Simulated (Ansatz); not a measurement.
# C: the cost of one run

Method: DFT PBEsol, scalar-relativistic, plane waves, PAW, in Ansatz 0.2.0.

2 further runs of the same task are left out: 2 set aside as unsound or not needed.

## 1. The structure to begin with

It takes space group R-3m (No. 166, trigonal). The conventional cell has a = 2.459 Å, b = 2.459 Å, c = 33.664 Å, α = 90.00°, β = 90.00°, γ = 120.00°. C (site symmetry 3m) is surrounded by 3 C at 1.42 Å.

As a file:

```
C
1.0
     1.22942    0.70980   11.22146
    -1.22942    0.70980   11.22146
     0.00000   -1.41961   11.22146
C
4
Direct
  0.05388 0.05388 0.05388
  0.94612 0.94612 0.94612
  0.27944 0.27944 0.27944
  0.72056 0.72056 0.72056
```

It is the result of an earlier relaxation at this level (volume 14.69 Å³/atom; gap on the mesh: none (metal)).

## 2. What is varied

The energy is mapped over the lattice constants a and c of the conventional cell.

The axes are (1) lattice constant a (and b): 5 values from 2.287 to 2.631 Å; (2) lattice constant c: 5 values from 29.62 to 37.70 Å.

Nothing else is relaxed (fractional coordinates fixed). Energies count from the relaxed crystal. Points are written as (first, second).

## 3. The run at (2.287 Å, 29.62 Å)

File input.yaml:

```yaml
crystal:
  lattice:
    - [1.14335, 0.6601134303, 9.8748666667]
    - [-1.14335, 0.6601134303, 9.8748666667]
    - [0.0, -1.3202268606, 9.8748666667]
  atoms:
    - { symbol: C, position: [0.0538785039, 0.0538785039, 0.0538785039] }
    - { symbol: C, position: [0.9461214961, 0.9461214961, 0.9461214961] }
    - { symbol: C, position: [0.2794448705, 0.2794448705, 0.2794448705] }
    - { symbol: C, position: [0.7205551295, 0.7205551295, 0.7205551295] }
basis:
  ecutwfc: 520.0
kpoints:
  mp_grid: { grid: [18, 18, 18] }
hamiltonian:
  xc: pbesol
scf:
  occupations: { method: gaussian, width: 0.15 }
output:
  forces: true
  stress: true
  eigenvalues: true
```

The run is started by

```console
> ansatz run input.yaml --threads 1 --pin off --max-ram 2048MiB --backend cpu --events-out ev --progress --plain --runs-dir out
```

Q: Estimate wall time and peak memory on 1 thread of Intel Xeon 6975P-C (Granite Rapids), shared host.

About 14 s, with a peak of 0.66 GiB.
